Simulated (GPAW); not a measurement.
# KI (Fm-3m) in GPAW: further runs

The runs below take KI through band structure, G0W0 quasiparticle levels, with PBEsol, PBE.

All numbers are computed with GPAW 26.7.0; they aren't measurements. Logs are shortened: lines on timing, memory, paths and dates and some standing lists are left out, and cuts for length are marked. The log counts tension as positive stress, the text compression.

**Measured values to compare with.**

A printed reference work, monograph reports, for a bulk crystal of KI: band gap 6.32 eV.

The results are compared with them further down.

## Step 1: The structure

It takes space group Fm-3m (No. 225, cubic). Conventional cell: a = 7.066 Å, b = 7.066 Å, c = 7.066 Å, α = 90.00°, β = 90.00°, γ = 90.00°. Around I (site symmetry m-3m) lie 6 K at 3.53 Å. Around K (site symmetry m-3m) lie 6 I at 3.53 Å.

## Step 2: Band structure, PBEsol, spin-orbit coupling, no magnetisation

run.py

```python
import numpy as np
from ase import Atoms
from ase.dft.bandgap import bandgap
from ase.io import write
from ase.units import GPa
from gpaw import GPAW, PW, setup_paths
from gpaw.spinorbit import soc_eigenstates

setup_paths.insert(0, '.')

atoms = Atoms(['I', 'K'],
              cell=[[0.0, 3.532775, 3.532775],
                    [3.532775, 0.0, 3.532775],
                    [3.532775, 3.532775, 0.0]],
              scaled_positions=[[0.5, 0.5, 0.5],
                                [0.0, 0.0, 0.0]],
              pbc=True)

calc = GPAW(mode=PW(600),
            xc='PBEsol',
            kpts={'size': (7, 7, 7), 'gamma': True},
            occupations={'name': 'fermi-dirac', 'width': 0.05},
            nbands=16,
            convergence={'density': 1e-05, 'energy': 1e-05},
            maxiter=150,
            txt='gpaw.txt')
atoms.calc = calc
energy = atoms.get_potential_energy()
forces = atoms.get_forces()
stress = atoms.get_stress()
calc.write('gs.gpw')
write('result.traj', atoms)
print(f'Energy: {energy:.6f} eV')
print('Forces (eV/A):')
print(forces.round(4))
print('Stress (GPa):', (stress / GPa).round(3))
print('Fermi level:', round(calc.get_fermi_level(), 4), 'eV')
print(f'Gap: {bandgap(calc)[0]:.4f} eV, direct: {bandgap(calc, direct=True)[0]:.4f} eV')

path = atoms.cell.bandpath('GXWKGLUWLK,UX', npoints=100, eps=1e-4)
bs_calc = calc.fixed_density(kpts=path, symmetry='off', nbands=31,
                             convergence={'bands': 'CBM+6.0', 'eigenstates': 1e-6}, txt='bands.txt')
bs = bs_calc.band_structure()
bs.write('bs.json')
print(f'Gap on the path: {bandgap(bs_calc)[0]:.4f} eV')

soc = soc_eigenstates(bs_calc, theta=54.7, phi=45)
np.savetxt('soc_bands.dat', soc.eigenvalues(), fmt='%.4f')
mesh = soc_eigenstates('gs.gpw', theta=54.7, phi=45)
np.savetxt('soc_mesh.dat', mesh.eigenvalues(), fmt='%.4f')
print('Fermi level with spin-orbit coupling:', round(mesh.fermi_level, 4), 'eV')
```

Potentials or basis: PAW data sets generated in the run's folder for this functional, pw.

Started as:

```
> gpaw-setup -f PBEsol I K
> OMP_NUM_THREADS=1 python run.py
```

gpaw.txt:

```text
__  _  _
 | _ |_)|_||  |
 |__||  | ||/\| - 26.7.0

Input parameters:
  mode=PW(ecut=600.0),
  convergence={'density': 1e-05, 'energy': 1e-05},
  kpts=MonkhorstPack(size=(7, 7, 7), gamma=True),
  maxiter=150,
  nbands=16,
  occupations=Occupations(name='fermi-dirac', width=0.05),
  xc=XC(name='PBEsol')

Diagonalizing LCAO Hamiltonian
Converting LCAO to pw mode

                   I

       K

Atoms  # Å, Bohr magnetons
|   | symbol |        x |        y |        z |    initial magnetic moments |
|---|--------|----------|----------|----------|-----------------------------|
| 0 |      I | 3.532775 | 3.532775 | 3.532775 | ( 0.0000,  0.0000,  0.0000) |
| 1 |      K | 0.000000 | 0.000000 | 0.000000 | ( 0.0000,  0.0000,  0.0000) |

Unit cell  # Å
| periodic |        x |        y |        z |  lengths |    angles |
|----------|----------|----------|----------|----------|-----------|
|      yes | 0.000000 | 3.532775 | 3.532775 | 4.996098 | 60.000000 |
|      yes | 3.532775 | 0.000000 | 3.532775 | 4.996098 | 60.000000 |
|      yes | 3.532775 | 3.532775 | 0.000000 | 4.996098 | 60.000000 |

Number of symmetries: 48
Symmetry operations  # r_c * U_cc + t_c -> r_c
|    | kind |            matrix            |
|----|------|------------------------------|
|  0 |  σ   |  1, 0, 0,  1, 0,-1,  1,-1, 0 |
|  1 |  C2  |  1, 0, 0,  1,-1, 0,  1, 0,-1 |
|  2 |  E   |  1, 0, 0,  0, 1, 0,  0, 0, 1 |
|  3 |  σ   |  1, 0, 0,  0, 0, 1,  0, 1, 0 |
|  4 |  C4  |  1, 0,-1,  1, 0, 0,  1,-1, 0 |
|  5 |  S6  |  1, 0,-1,  1,-1, 0,  1, 0, 0 |
|  6 |  σ   |  1, 0,-1,  0, 1,-1,  0, 0,-1 |
|  7 |  C3  |  1, 0,-1,  0, 0,-1,  0, 1,-1 |
|  8 |  S6  |  1,-1, 0,  1, 0, 0,  1, 0,-1 |
|  9 |  C4  |  1,-1, 0,  1, 0,-1,  1, 0, 0 |
| 10 |  C3  |  1,-1, 0,  0,-1, 1,  0,-1, 0 |
| 11 |  σ   |  1,-1, 0,  0,-1, 0,  0,-1, 1 |
| 12 |  σ   |  0, 1, 0,  1, 0, 0,  0, 0, 1 |
| 13 |  C4  |  0, 1, 0,  0, 1,-1, -1, 1, 0 |
| 14 |  C3  |  0, 1, 0,  0, 0, 1,  1, 0, 0 |
| 15 |  S6  |  0, 1, 0, -1, 1, 0,  0, 1,-1 |
| 16 |  C2  |  0, 1,-1,  1, 0,-1,  0, 0,-1 |
| 17 |  σ   |  0, 1,-1,  0, 1, 0, -1, 1, 0 |
| 18 |  S4  |  0, 1,-1,  0, 0,-1,  1, 0,-1 |
| 19 |  C4  |  0, 1,-1, -1, 1, 0,  0, 1, 0 |
| 20 |  C3  |  0, 0, 1,  1, 0, 0,  0, 1, 0 |
| 21 |  σ   |  0, 0, 1,  0, 1, 0,  1, 0, 0 |
| 22 |  S6  |  0, 0, 1,  0,-1, 1, -1, 0, 1 |
| 23 |  C4  |  0, 0, 1, -1, 0, 1,  0,-1, 1 |
| 24 |  S4  |  0, 0,-1,  1, 0,-1,  0, 1,-1 |
| 25 |  C3  |  0, 0,-1,  0, 1,-1,  1, 0,-1 |
| 26 |  C2  |  0, 0,-1,  0,-1, 0, -1, 0, 0 |
| 27 |  S6  |  0, 0,-1, -1, 0, 0,  0,-1, 0 |
| 28 |  S4  |  0,-1, 1,  1,-1, 0,  0,-1, 0 |
| 29 |  C4  |  0,-1, 1,  0, 0, 1, -1, 0, 1 |
| 30 |  C2  |  0,-1, 1,  0,-1, 0,  1,-1, 0 |
| 31 |  σ   |  0,-1, 1, -1, 0, 1,  0, 0, 1 |
| 32 |  C3  |  0,-1, 0,  1,-1, 0,  0,-1, 1 |
| 33 |  S6  |  0,-1, 0,  0, 0,-1, -1, 0, 0 |
| 34 |  S4  |  0,-1, 0,  0,-1, 1,  1,-1, 0 |
| 35 |  C2  |  0,-1, 0, -1, 0, 0,  0, 0,-1 |
| 36 |  C2  | -1, 1, 0,  0, 1, 0,  0, 1,-1 |
| 37 |  S6  | -1, 1, 0,  0, 1,-1,  0, 1, 0 |
| 38 |  S4  | -1, 1, 0, -1, 0, 1, -1, 0, 0 |
| 39 |  C3  | -1, 1, 0, -1, 0, 0, -1, 0, 1 |
| 40 |  S6  | -1, 0, 1,  0, 0, 1,  0,-1, 1 |
| 41 |  C2  | -1, 0, 1,  0,-1, 1,  0, 0, 1 |
| 42 |  C3  | -1, 0, 1, -1, 1, 0, -1, 0, 0 |
| 43 |  S4  | -1, 0, 1, -1, 0, 0, -1, 1, 0 |
| 44 |  C2  | -1, 0, 0,  0, 0,-1,  0,-1, 0 |
| 45 |  i   | -1, 0, 0,  0,-1, 0,  0, 0,-1 |
| 46 |  σ   | -1, 0, 0, -1, 1, 0, -1, 0, 1 |
| 47 |  C2  | -1, 0, 0, -1, 0, 1, -1, 1, 0 |

BZ-sampling:
  Number of BZ points: 343
  Number of IBZ points: 20

  Monkhorst-Pack size: [7, 7, 7]
  Monkhorst-Pack shift: [0, 0, 0]

K-points  # in reciprocal-cell coordinates
|     |                                coordinates |     weight |
|-----|--------------------------------------------|------------|
|   0 | (  0.00000000,   0.00000000,   0.00000000) | 0.00291545 |
|   1 | (  0.14285714,   0.14285714,   0.00000000) | 0.01749271 |
|   2 | (  0.14285714,   0.14285714,   0.14285714) | 0.02332362 |
|   3 | (  0.28571429,   0.14285714,   0.14285714) | 0.03498542 |
|   4 | (  0.28571429,   0.28571429,   0.00000000) | 0.01749271 |
|   5 | (  0.28571429,   0.28571429,   0.14285714) | 0.06997085 |
|   6 | (  0.28571429,   0.28571429,   0.28571429) | 0.02332362 |
|   7 | (  0.42857143,  -0.28571429,  -0.28571429) | 0.03498542 |
|   8 | (  0.42857143,   0.28571429,  -0.42857143) | 0.13994169 |
|   9 | (  0.42857143,   0.28571429,  -0.28571429) | 0.06997085 |
| ... |                                            |            |
|  19 | (  0.42857143,   0.42857143,   0.42857143) | 0.02332362 |

Plane wave coefficients: 2958
Cutoff: 600.0 eV

Spin-components: 1 (collinear spins)
Bands:           16
Projectors:      10
Spin-degeneracy: 2
Datatype:        complex128

Parallelization:
  kpt:    1
  domain: 1
  band:   1

Density:
  Valence electrons: 16.0
  Components: 1
  Grid points: [30 30 30]
  Charge: 0.0  # |e|

Potential:
  Grid points: [30 30 30]

species:
  I:
    name:    Iodine
    Z:       53.0
    valence: 7
    core:    46
    charge:  0.0  # [|e|]
    compensation charges:
      type: gauss
      rc: 0.37  # [Å]
      lmax: 2
    cutoffs:
      filter: 2.06  # [Å]
      core: 2.90  # [Å]
    projectors
    | kind |    occ | energy [eV] | rcut [Å] |
    |------|--------|-------------|----------|
    |   5s |  2.000 |     -17.423 |    1.164 |
    |   5p |  5.000 |      -7.100 |    1.164 |
    |    s |        |       9.788 |    1.164 |
    |    p |        |      20.112 |    1.164 |
    |    d |        |       0.000 |    1.164 |

    Using partial waves for I as LCAO basis

  K:
    name:    Potassium
    Z:       19.0
    valence: 9
    core:    10
    charge:  0.0  # [|e|]
    compensation charges:
      type: gauss
      rc: 0.35  # [Å]
      lmax: 2
    cutoffs:
      filter: 1.91  # [Å]
      core: 1.27  # [Å]
    projectors
    | kind |    occ | energy [eV] | rcut [Å] |
    |------|--------|-------------|----------|
    |   3s |  2.000 |     -35.262 |    1.122 |
    |   4s |  1.000 |      -2.301 |    1.122 |
    |   3p |  6.000 |     -18.797 |    1.106 |
    |    p |        |       8.414 |    1.106 |
    |    d |        |       0.000 |    0.937 |

    Using partial waves for K as LCAO basis

Reference energy: -209820.425842  # eV

eigensolver:
  PPCG
  Converge bands: occupied
  niter=2

density mixing:
  MSR1-Mixer
  Pratt-step length: 0.05
  Maximum mixing coefficient: 0.75
  Old densities: 10
  SVD Regularization: 0.005
  Good broyden scale: 1.0
  Trust region scale: 1.0
  Backstep threshold: 4.0
  History deletion threshold: 6.0
  Fourier metric: weight=20.0, sigma=0.015

occupation numbers:
  Fermi-Dirac:
    width: 0.0500  # eV

poisson solver:
  ecut: 4800.0  # eV

xc functional:
  name: PBEsol with 2 nearest neighbor stencil

convergence criteria:
- Maximum integral of absolute [dens]ity change: 1e-05 electrons / valence electron
- Maximum [total energy] change in last 3 cyles: 1e-05 eV / valence electron
- Maximum integral of absolute [eigenst]ate change: 4e-08 eV^2 / valence electron
maximum number of iterations: 150

SCF iterations
|iter     | |      energy | eigst |  dens |
|---------|-|-------------|-------|-------|
|iter:   1| |   -6.058436 | -0.27 |       |
|iter:   2| |   -6.050436 | -2.27 | -1.40 |
|iter:   3| |   -5.984449 | -2.26 | -1.42 |
|iter:   4| |   -5.984747 | -3.33 | -1.78 |
|iter:   5| |   -5.985351 | -4.59 | -2.21 |
|iter:   6| |   -5.985401 | -5.88 | -2.88 |
|iter:   7| |   -5.985403c| -7.28 | -3.66 |
|iter:   8| |   -5.985403c| -8.17c| -4.10 |
|iter:   9| |   -5.985403c| -9.03c| -5.24c|

Converged in 9 steps
Energy contributions relative to reference atoms: (reference = -209820.425842)

Energy contributions:
  Kinetic:           3.540184
  Coulomb:          -3.103137
  Zero:             -0.706073
  External:          0.000000
  Xc:               -5.716378
  Entropy:           0.000000
  Spinorbit:         0.000000
  ----------------------------
  Free energy:      -5.985403
  Extrapolated:     -5.985403

dipole moment: (-25.751225, -25.751225, -25.751225)  # |e|*Ang

Fermi level: 2.117
Eigenvalues  # (at kpt = [0.000, 0.000, 0.000])
| band index |      eig [eV] | occ [0-2] |
|------------|---------------|-----------|
|          0 |       -27.923 |     2.000 |
|          1 |       -11.510 |     2.000 |
|          2 |       -11.510 |     2.000 |
|          3 |       -11.510 |     2.000 |
|          4 |       -10.140 |     2.000 |
|          5 |         0.377 |     2.000 |
[... 8 lines left out ...]
|         14 |        10.055 |     0.000 |
|         15 |        13.104 |     0.000 |

Gap: 3.828 eV
Transition (v -> c):
  (s=0, k=0, n=7, [0.00, 0.00, 0.00]) -> (s=0, k=0, n=8, [0.00, 0.00, 0.00])
No difference between direct/indirect transitions

Forces  # eV/Ang
|       x |        y |        z |
|---------|----------|----------|
| 0.00000 |  0.00000 | -0.00000 |  # I    0
| 0.00000 | -0.00000 |  0.00000 |  # K    1

Stress tensor  # eV/Ang^3
|        x |        y |        z |
|----------|----------|----------|
| 0.001860 | 0.000000 | 0.000000 |
| 0.000000 | 0.001860 | 0.000000 |
| 0.000000 | 0.000000 | 0.001860 |

# Writing to gs.gpw (mode='')
```

Run time: 1.9 min. Hardware: 1 thread of Arm Neoverse V2, shared host; peak memory 0.44 GiB.

Results:

```
Free energy             : -5.9854 eV
Pressure                : -0.3 GPa
Band gap on the k mesh  : 3.45 eV, direct
Band gap along the path : 3.46 eV, direct
```

Levels at the corners of the path, in eV from the valence-band top:
```
point  band 12  band 13  band 14  band 15  band 16  band 17  band 18  band 19  band 20  band 21
    Γ    -1.14     0.00     0.00     0.00     0.00     3.46     3.46     6.07     6.07     6.07
    X    -1.71    -0.79    -0.79    -0.41    -0.41     4.47     4.47     5.32     5.32     7.70
    W    -1.70    -0.82    -0.82    -0.71    -0.71     5.94     5.94     6.07     6.07     6.23
    K    -1.72    -0.91    -0.91    -0.55    -0.55     5.15     5.15     6.20     6.20     7.15
    Γ    -1.14     0.00     0.00     0.00     0.00     3.46     3.46     6.07     6.07     6.07
    L    -1.93    -0.87    -0.87    -0.37    -0.37     5.02     5.02     7.24     7.24     7.71
    U    -1.72    -0.91    -0.91    -0.55    -0.55     5.15     5.15     6.20     6.20     7.15
    W    -1.70    -0.82    -0.82    -0.71    -0.71     5.94     5.94     6.07     6.07     6.23
    L    -1.93    -0.87    -0.87    -0.37    -0.37     5.02     5.02     7.24     7.24     7.71
    K    -1.72    -0.91    -0.91    -0.55    -0.55     5.15     5.15     6.20     6.20     7.15
    U    -1.72    -0.91    -0.91    -0.55    -0.55     5.15     5.15     6.20     6.20     7.15
    X    -1.71    -0.79    -0.79    -0.41    -0.41     4.47     4.47     5.32     5.32     7.70
```

Caveat: spin-orbit coupling was added after a scalar SCF, so levels and gaps hold it while energy, forces, pressure and moments don't; this program's spin-orbit splittings come out too wide for heavy elements.

(Part 1 of 2 ends here.)
